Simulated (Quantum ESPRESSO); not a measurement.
Ge under changes of volume

One of the cells (19.416 Å³/atom); the others are scaled copies at fixed shape and fractional positions:

```xyz
4
Lattice="0.0000 2.8857 5.1157 2.6305 0.0000 5.1157 2.6305 2.8857 0.0000" Properties=species:S:1:pos:R:3 pbc="T T T"
Ge    2.6305    4.1929    5.1157
Ge    2.6305    1.5786    5.1157
Ge    2.6305    2.8857    2.2318
Ge    2.6305    2.8857    7.9995
```

This isn't the form of Ge at room conditions, which is diamond.

| Property | Result |
| --- | --- |
| Program | Quantum ESPRESSO 7.5 |
| Functional | LDA |
| Potentials or basis | GBRV 1.5 LDA |
| Cutoff | 612 eV |
| Density cutoff | 4898 eV |
| k mesh | 7 × 7 × 7 |
| Occupations | fermi-dirac, width 0.05 eV |
| Spin | no spin polarisation |

```csv
volume (Å³/atom),energy over the lowest point (meV/atom),pressure (GPa)
18.251,0.00,-1.3
18.640,4.46,-2.8
19.028,12.42,-4.2
19.416,23.48,-5.4
19.805,37.30,-6.5
20.193,53.63,-7.4
20.581,?,?
```

Task: What does the run at 20.581 Å³/atom give?

Result: Energy over the lowest point 72.19 meV/atom; pressure -8.3 GPa.

Worked out: A Birch-Murnaghan fit of order 3 (a polynomial in V^(-2/3)) to the other rows has its minimum at 18.00 Å³/atom, just outside them, with B0 = V·E''(V) = 80 GPa and B' = 4.3 at fixed shape and positions, which overstates the stiffness. It gives 72.14 meV/atom at 20.581 Å³/atom, against the run's 72.19, and -dE/dV = -8.1 GPa, against -8.3.

Energies are extrapolated to zero smearing.
